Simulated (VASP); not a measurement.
# Zn (Fm-3m) in VASP: notebook, part 2 of 2

VASP 6.6.1.

### Step 4. Band structure, BLYP

Contents of POSCAR:

```
Zn
1.0
    0.0000000000      1.9647760000      1.9647760000
    1.9647760000      0.0000000000      1.9647760000
    1.9647760000      1.9647760000      0.0000000000
Zn
1
Direct
    0.0000000000      0.0000000000      0.0000000000
```

Contents of INCAR.step1:

```
  AGGAC = 1.0
  AGGAX = 1.0
  ALDAC = 0.0
  ALDAX = 1.0
  ALGO = Fast
  EDIFF = 1E-6
  ENCUT = 520
  GGA = B5
  ISIF = 2
  ISMEAR = -1
  LASPH = True
  LCHARG = True
  LREAL = False
  LWAVE = False
  NELM = 100
  PREC = Accurate
  SIGMA = 0.05
```

Contents of KPOINTS.step1:

```
k-points
0
Gamma
  12 12 12
```

Contents of INCAR.step2:

```
  AGGAC = 1.0
  AGGAX = 1.0
  ALDAC = 0.0
  ALDAX = 1.0
  ALGO = Fast
  EDIFF = 1E-6
  ENCUT = 520
  GGA = B5
  ICHARG = 11
  ISIF = 2
  ISMEAR = 0
  LASPH = True
  LCHARG = False
  LREAL = False
  LWAVE = False
  NELM = 100
  PREC = Accurate
  SIGMA = 0.05
```

Contents of KPOINTS.step2:

```
path GXWKGLUWLK,UX
15
line-mode
reciprocal
 0.0000000000  0.0000000000  0.0000000000  G
 0.5000000000  0.0000000000  0.5000000000  X

 0.5000000000  0.0000000000  0.5000000000  X
 0.5000000000  0.2500000000  0.7500000000  W

 0.5000000000  0.2500000000  0.7500000000  W
 0.3750000000  0.3750000000  0.7500000000  K

 0.3750000000  0.3750000000  0.7500000000  K
 0.0000000000  0.0000000000  0.0000000000  G

 0.0000000000  0.0000000000  0.0000000000  G
 0.5000000000  0.5000000000  0.5000000000  L

 0.5000000000  0.5000000000  0.5000000000  L
 0.6250000000  0.2500000000  0.6250000000  U

 0.6250000000  0.2500000000  0.6250000000  U
 0.5000000000  0.2500000000  0.7500000000  W

 0.5000000000  0.2500000000  0.7500000000  W
 0.5000000000  0.5000000000  0.5000000000  L

 0.5000000000  0.5000000000  0.5000000000  L
 0.3750000000  0.3750000000  0.7500000000  K

 0.6250000000  0.2500000000  0.6250000000  U
 0.5000000000  0.0000000000  0.5000000000  X
```

Potentials or basis: VASP PAW PBE potentials, release 64 (Zn).

Launch:

```bash
cat potpaw_PBE.64/Zn/POTCAR > POTCAR
cp INCAR.step1 INCAR
cp KPOINTS.step1 KPOINTS
mpirun -np 1 vasp_std > vasp.out
cp INCAR.step2 INCAR
cp KPOINTS.step2 KPOINTS
mpirun -np 1 vasp_std > vasp.out
```

OUTCAR:

```text
EDIFF = 1E-6
   ENCUT = 520
   GGA = B5
   ICHARG = 11
   ISIF = 2
   ISMEAR = 0
   LASPH = True
   LREAL = False
   NELM = 100
   PREC = Accurate

 ion  position               nearest neighbor table
   1  0.000  0.000  0.000-

  LATTYP: Found a face centered cubic cell.
 ALAT       =     3.9295520000

  Lattice vectors:

 A1 = (   0.0000000000,   1.9647760000,   1.9647760000)
 A2 = (   1.9647760000,   0.0000000000,   1.9647760000)
 A3 = (   1.9647760000,   1.9647760000,   0.0000000000)

Analysis of symmetry for initial positions (statically):
=====================================================================
 Subroutine PRICEL returns:
 Original cell was already a primitive cell.

 Routine SETGRP: Setting up the symmetry group for a
 face centered cubic supercell.

 Subroutine GETGRP returns: Found 48 space group operations
 (whereof 48 operations were pure point group operations)
 out of a pool of 48 trial point group operations.

The static configuration has the point symmetry O_h .

[... 158 lines left out ...]
 fundamental gap:      0.0317585555
 Fermi energy:         4.3503066828

 k-point     1 :       0.0000    0.0000    0.0000
  band No.  band energies     occupation
      1      -6.7577      2.00000
      2      -4.2481      2.00000
      3      -4.2481      2.00000
      4      -4.2481      2.00000
      5      -3.8722      2.00000
      6      -3.8722      2.00000
      7      21.5997      0.00000
      8      21.5998      0.00000
      9      21.5998      0.00000
     10      22.8037      0.00000
[... 287 lines left out ...]
 k-point    24 :       0.5000    0.1429    0.6429
  band No.  band energies     occupation
      1      -4.7148      2.00000
      2      -4.6729      2.00000
      3      -3.8796      2.00000
      4      -3.7288      2.00000
      5      -3.5134      2.00000
      6       3.7844      2.00000
      7       5.7026      0.00000
      8       8.6013      0.00000
      9       9.3108      0.00000
     10      20.4578      0.00000

 [... further k-points ...]

------------------------ aborting loop because EDIFF is reached ----------------------------------------

  FORCE on cell =-STRESS in cart. coord.  units (eV):
  Direction    XX          YY          ZZ          XY          YZ          ZX
  --------------------------------------------------------------------------------------
  -------------------------------------------------------------------------------------
  Total        0.4686043      0.4686043      0.4686043      0.0000000     -0.0000000     -0.0000000
  in kB       49.4934495     49.4934495     49.4934495      0.0000000     -0.0000000     -0.0000000
  external PRESSURE =      49.4934495 kB  Pullay stress =       0.0000000 kB

 VOLUME and BASIS-vectors are now :
 -----------------------------------------------------------------------------
  energy-cutoff  :      520.00
  volume of cell :       15.17
      direct lattice vectors                 reciprocal lattice vectors
     0.000000000  1.964776000  1.964776000    -0.254481936  0.254481936  0.254481936
     1.964776000  0.000000000  1.964776000     0.254481936 -0.254481936  0.254481936
     1.964776000  1.964776000  0.000000000     0.254481936  0.254481936 -0.254481936

 POSITION                                       TOTAL-FORCE (eV/Angst)
 -----------------------------------------------------------------------------------
      0.00000      0.00000      0.00000         0.000000      0.000000      0.000000
 -----------------------------------------------------------------------------------
    total drift:                               -0.000000      0.000000     -0.000000

  FREE ENERGIE OF THE ION-ELECTRON SYSTEM (eV)
  ---------------------------------------------------
  free  energy   TOTEN  =         2.3831910755 eV

  energy  without entropy=        2.3854054283  energy(sigma->0) =        2.38429825
```

Run time: 23 s. Hardware: 1 thread of Intel Xeon Platinum 8259CL at 2.50GHz (Skylake/Cascade Lake), shared host; peak memory 0.14 GiB.

Results:

```yaml
Band_gap_along_the_path: none (metal or under the smearing width)
```

Levels at the corners of the path, in eV from the Fermi level:
```tsv
point	band 3	band 4	band 5	band 6	band 7	band 8	band 9	band 10
Γ	-7.76	-7.76	-7.39	-7.39	18.09	18.09	18.09	19.29
X	-7.12	-7.03	-7.03	-0.89	1.69	8.40	8.40	12.35
X	-7.12	-7.03	-7.03	-0.89	1.69	8.40	8.40	12.35
W	-7.85	-7.36	-7.03	2.33	2.33	2.90	4.28	21.74
W	-7.85	-7.36	-7.03	2.33	2.33	2.90	4.28	21.71
K	-7.45	-7.29	-7.12	0.85	1.54	2.72	9.91	13.71
K	-7.45	-7.29	-7.12	0.85	1.54	2.72	9.91	13.71
Γ	-7.76	-7.76	-7.39	-7.39	18.09	18.09	18.09	19.29
Γ	-7.76	-7.76	-7.39	-7.39	18.09	18.09	18.09	19.29
L	-7.77	-7.10	-7.10	-2.71	-1.46	15.04	15.04	17.94
L	-7.77	-7.10	-7.10	-2.71	-1.46	15.04	15.04	17.94
U	-7.45	-7.29	-7.12	0.85	1.54	2.72	9.91	13.71
U	-7.45	-7.29	-7.12	0.85	1.54	2.72	9.91	13.71
W	-7.85	-7.36	-7.03	2.33	2.33	2.90	4.28	21.64
W	-7.85	-7.36	-7.03	2.33	2.33	2.90	4.28	21.75
L	-7.77	-7.10	-7.10	-2.71	-1.46	15.04	15.04	17.94
L	-7.77	-7.10	-7.10	-2.71	-1.46	15.04	15.04	17.94
K	-7.45	-7.29	-7.12	0.85	1.54	2.72	9.91	13.71
U	-7.45	-7.29	-7.12	0.85	1.54	2.72	9.91	13.71
X	-7.12	-7.03	-7.03	-0.89	1.69	8.40	8.40	12.35
```

Caveat: the log is that of the step along the path at fixed density, whose energy, stress, charges and moments have no meaning; the PAW data sets were made with another functional, which shifts forces and pressure a little.

### Step 5. Band structure, AM05

POSCAR is that of step 4.

Contents of INCAR.step1:

```
  ALGO = Fast
  EDIFF = 1E-6
  ENCUT = 520
  GGA = AM
  ISIF = 2
  ISMEAR = -1
  LASPH = True
  LCHARG = True
  LREAL = False
  LWAVE = False
  NELM = 100
  PREC = Accurate
  SIGMA = 0.05
```

KPOINTS.step1 is that of step 4.

INCAR.step2, as its differences from that of step 4:

```diff
@@ -1,5 +1 @@
-  AGGAC = 1.0
-  AGGAX = 1.0
-  ALDAC = 0.0
-  ALDAX = 1.0
   ALGO = Fast
@@ -7,3 +3,3 @@
   ENCUT = 520
-  GGA = B5
+  GGA = AM
   ICHARG = 11
```

KPOINTS.step2 is that of step 4.

Potentials or basis: VASP PAW PBE potentials, release 64 (Zn).

Launch:

```bash
cat potpaw_PBE.64/Zn/POTCAR > POTCAR
cp INCAR.step1 INCAR
cp KPOINTS.step1 KPOINTS
mpirun -np 1 vasp_std > vasp.out
cp INCAR.step2 INCAR
cp KPOINTS.step2 KPOINTS
mpirun -np 1 vasp_std > vasp.out
```

OUTCAR:

```text
EDIFF = 1E-6
   ENCUT = 520
   GGA = AM
   ICHARG = 11
   ISIF = 2
   ISMEAR = 0
   LASPH = True
   LREAL = False
   NELM = 100
   PREC = Accurate

 ion  position               nearest neighbor table
   1  0.000  0.000  0.000-

  LATTYP: Found a face centered cubic cell.
 ALAT       =     3.9295520000

  Lattice vectors:

 A1 = (   0.0000000000,   1.9647760000,   1.9647760000)
 A2 = (   1.9647760000,   0.0000000000,   1.9647760000)
 A3 = (   1.9647760000,   1.9647760000,   0.0000000000)

Analysis of symmetry for initial positions (statically):
=====================================================================
 Subroutine PRICEL returns:
 Original cell was already a primitive cell.

 Routine SETGRP: Setting up the symmetry group for a
 face centered cubic supercell.

 Subroutine GETGRP returns: Found 48 space group operations
 (whereof 48 operations were pure point group operations)
 out of a pool of 48 trial point group operations.

The static configuration has the point symmetry O_h .

Analysis of symmetry for dynamics (positions and initial velocities):
=====================================================================
 Subroutine PRICEL returns:
 Original cell was already a primitive cell.

 Routine SETGRP: Setting up the symmetry group for a
 face centered cubic supercell.

 Subroutine GETGRP returns: Found 48 space group operations
 (whereof 48 operations were pure point group operations)
 out of a pool of 48 trial point group operations.

The dynamic configuration has the point symmetry O_h .

 Subroutine INISYM returns: Found 48 space group operations
 (whereof 48 operations are pure point group operations),
 and found     1 'primitive' translations

[... 109 lines left out ...]
  Thomas-Fermi vector in A             =   2.623775
   LORBIT       =      0    0 simple, 1 ext, 2 COOP (PROOUT), +10 PAW based schemes
   GGA     = AM    functional components
   LHFCALC =     F    Hartree Fock is set to
   AEXX    =    0.0000 exact exchange contribution
   IVDW    =     0    specifies the selected vdW correction
   LEPSILON=     F    determine dielectric tensor
   LRPA    =     F    only Hartree local field effects (RPA)
 non-spin polarized calculation
 RMM-DIIS sequential band-by-band and
 Gauss-broadening in eV      SIGMA  =   0.05
  energy-cutoff  :      520.00
  volume of cell :       15.17
 maximum number of plane-waves:       420
 NGX is ok and might be reduce to    24

 number of electron      12.0000008 magnetization

 Free energy of the ion-electron system (eV)
  ---------------------------------------------------
  ext. energy  EPLUGINS =         0.00000000
  ---------------------------------------------------
  free energy    TOTEN  =         1.34667719 eV

  energy without entropy =        1.34894388  energy(sigma->0) =        1.34781054

 E-fermi :   3.6860     XC(G=0): -11.7055

 val. band max:        3.5709847839   @ k =   0.6071   0.2857   0.6071
 cond. band min:       3.6882910742   @ k =   0.3839   0.3839   0.7321
 fundamental gap:      0.1173062903
 Fermi energy:         3.6860433563

 k-point     1 :       0.0000    0.0000    0.0000
  band No.  band energies     occupation
      1      -7.4201      2.00000
      2      -4.6656      2.00000
      3      -4.6656      2.00000
      4      -4.6656      2.00000
      5      -4.2861      2.00000
      6      -4.2861      2.00000
      7      21.2281      0.00000
      8      21.2282      0.00000
      9      21.2282      0.00000
     10      21.7874      0.00000
[... 287 lines left out ...]
 k-point    24 :       0.5000    0.1429    0.6429
  band No.  band energies     occupation
      1      -5.1710      2.00000
      2      -5.1083      2.00000
      3      -4.3068      2.00000
      4      -4.1455      2.00000
      5      -3.9291      2.00000
      6       3.1088      2.00000
      7       5.2110      0.00000
      8       7.9572      0.00000
      9       8.6515      0.00000
     10      19.6882      0.00000

 [... further k-points ...]

------------------------ aborting loop because EDIFF is reached ----------------------------------------

  FORCE on cell =-STRESS in cart. coord.  units (eV):
  Direction    XX          YY          ZZ          XY          YZ          ZX
  --------------------------------------------------------------------------------------
  -------------------------------------------------------------------------------------
  Total       -0.4790393     -0.4790393     -0.4790393      0.0000000      0.0000000     -0.0000000
  in kB      -50.5955772    -50.5955772    -50.5955772      0.0000000      0.0000000     -0.0000000
  external PRESSURE =     -50.5955772 kB  Pullay stress =       0.0000000 kB

 VOLUME and BASIS-vectors are now :
 -----------------------------------------------------------------------------
  energy-cutoff  :      520.00
  volume of cell :       15.17
      direct lattice vectors                 reciprocal lattice vectors
     0.000000000  1.964776000  1.964776000    -0.254481936  0.254481936  0.254481936
     1.964776000  0.000000000  1.964776000     0.254481936 -0.254481936  0.254481936
     1.964776000  1.964776000  0.000000000     0.254481936  0.254481936 -0.254481936

 POSITION                                       TOTAL-FORCE (eV/Angst)
 -----------------------------------------------------------------------------------
      0.00000      0.00000      0.00000         0.000000      0.000000     -0.000000
 -----------------------------------------------------------------------------------
    total drift:                                0.000000      0.000000      0.000000

  FREE ENERGIE OF THE ION-ELECTRON SYSTEM (eV)
  ---------------------------------------------------
  free  energy   TOTEN  =         1.3466771919 eV

  energy  without entropy=        1.3489438811  energy(sigma->0) =        1.34781054
```

It took 20 s on 1 thread of Intel Xeon Platinum 8259CL at 2.50GHz (Skylake/Cascade Lake), shared host; peak memory 0.14 GiB.

What came out:

```
Band gap along the path : none (metal or under the smearing width)
```

Levels at the corners of the path, in eV from the Fermi level:
| point | band 2 | band 3 | band 4 | band 5 | band 6 | band 7 | band 8 | band 9 | band 10 |
| --- | --- | --- | --- | --- | --- | --- | --- | --- | --- |
| Γ | -7.56 | -7.56 | -7.56 | -7.18 | -7.18 | 18.34 | 18.34 | 18.34 | 18.90 |
| X | -8.17 | -6.91 | -6.82 | -6.82 | -0.95 | 1.79 | 8.49 | 8.49 | 12.10 |
| X | -8.17 | -6.91 | -6.82 | -6.82 | -0.95 | 1.79 | 8.49 | 8.49 | 12.10 |
| W | -7.66 | -7.66 | -7.15 | -6.82 | 2.29 | 2.29 | 3.21 | 4.05 | 21.76 |
| W | -7.66 | -7.66 | -7.15 | -6.82 | 2.29 | 2.29 | 3.21 | 4.05 | 21.65 |
| K | -7.87 | -7.26 | -7.09 | -6.91 | 0.80 | 1.62 | 2.70 | 10.02 | 13.48 |
| K | -7.87 | -7.26 | -7.09 | -6.91 | 0.80 | 1.62 | 2.70 | 10.02 | 13.48 |
| Γ | -7.56 | -7.56 | -7.56 | -7.18 | -7.18 | 18.34 | 18.34 | 18.34 | 18.90 |
| Γ | -7.56 | -7.56 | -7.56 | -7.18 | -7.18 | 18.34 | 18.34 | 18.34 | 18.90 |
| L | -7.56 | -7.56 | -6.89 | -6.89 | -2.88 | -1.31 | 15.33 | 15.33 | 17.40 |
| L | -7.56 | -7.56 | -6.89 | -6.89 | -2.88 | -1.31 | 15.33 | 15.33 | 17.40 |
| U | -7.87 | -7.26 | -7.09 | -6.91 | 0.80 | 1.62 | 2.70 | 10.02 | 13.48 |
| U | -7.87 | -7.26 | -7.09 | -6.91 | 0.80 | 1.62 | 2.70 | 10.02 | 13.48 |
| W | -7.66 | -7.66 | -7.15 | -6.82 | 2.29 | 2.29 | 3.21 | 4.05 | 21.64 |
| W | -7.66 | -7.66 | -7.15 | -6.82 | 2.29 | 2.29 | 3.21 | 4.05 | 21.78 |
| L | -7.56 | -7.56 | -6.89 | -6.89 | -2.88 | -1.31 | 15.33 | 15.33 | 17.40 |
| L | -7.56 | -7.56 | -6.89 | -6.89 | -2.88 | -1.31 | 15.33 | 15.33 | 17.40 |
| K | -7.87 | -7.26 | -7.09 | -6.91 | 0.80 | 1.62 | 2.70 | 10.02 | 13.48 |
| U | -7.87 | -7.26 | -7.09 | -6.91 | 0.80 | 1.62 | 2.70 | 10.02 | 13.48 |
| X | -8.17 | -6.91 | -6.82 | -6.82 | -0.95 | 1.79 | 8.49 | 8.49 | 12.10 |

Caveat: the log is that of the step along the path at fixed density, whose energy, stress, charges and moments have no meaning; the PAW data sets were made with another functional, which shifts forces and pressure a little.

### Step 6. Band structure, PW91

POSCAR is that of step 5.

INCAR.step1, as its differences from that of step 5:

```diff
@@ -3,3 +3,3 @@
   ENCUT = 520
-  GGA = AM
+  GGA = 91
   ISIF = 2
```

KPOINTS.step1 is that of step 5.

INCAR.step2, as its differences from that of step 5:

```diff
@@ -3,3 +3,3 @@
   ENCUT = 520
-  GGA = AM
+  GGA = 91
   ICHARG = 11
```

KPOINTS.step2 is that of step 5.

Potentials or basis: VASP PAW PBE potentials, release 64 (Zn).

Launch:

```bash
cat potpaw_PBE.64/Zn/POTCAR > POTCAR
cp INCAR.step1 INCAR
cp KPOINTS.step1 KPOINTS
mpirun -np 1 vasp_std > vasp.out
cp INCAR.step2 INCAR
cp KPOINTS.step2 KPOINTS
mpirun -np 1 vasp_std > vasp.out
```

It took 18 s on 1 thread of Intel Xeon Platinum 8259CL at 2.50GHz (Skylake/Cascade Lake), shared host; peak memory 0.14 GiB.

Results (log left out):

```
Band gap along the path : none (metal or under the smearing width)
```

Levels at the corners of the path, in eV from the Fermi level:
```csv
point,band 4,band 5,band 6,band 7,band 8,band 9
Γ,-7.63,-7.25,-7.25,18.27,18.27,18.27
X,-6.90,-6.90,-0.94,1.76,8.45,8.45
X,-6.90,-6.90,-0.94,1.76,8.45,8.45
W,-7.23,-6.90,2.30,2.30,3.12,4.12
W,-7.23,-6.90,2.30,2.30,3.12,4.12
K,-7.16,-6.99,0.81,1.60,2.70,9.98
K,-7.16,-6.99,0.81,1.60,2.70,9.98
Γ,-7.63,-7.25,-7.25,18.27,18.27,18.27
Γ,-7.63,-7.25,-7.25,18.27,18.27,18.27
L,-6.97,-6.97,-2.83,-1.36,15.24,15.24
L,-6.97,-6.97,-2.83,-1.36,15.24,15.24
U,-7.16,-6.99,0.81,1.60,2.70,9.98
U,-7.16,-6.99,0.81,1.60,2.70,9.98
W,-7.23,-6.90,2.30,2.30,3.12,4.12
W,-7.23,-6.90,2.30,2.30,3.12,4.12
L,-6.97,-6.97,-2.83,-1.36,15.24,15.24
L,-6.97,-6.97,-2.83,-1.36,15.24,15.24
K,-7.16,-6.99,0.81,1.60,2.70,9.98
U,-7.16,-6.99,0.81,1.60,2.70,9.98
X,-6.90,-6.90,-0.94,1.76,8.45,8.45
```

Caveat: the log is that of the step along the path at fixed density, whose energy, stress, charges and moments have no meaning; the PAW data sets were made with another functional, which shifts forces and pressure a little.
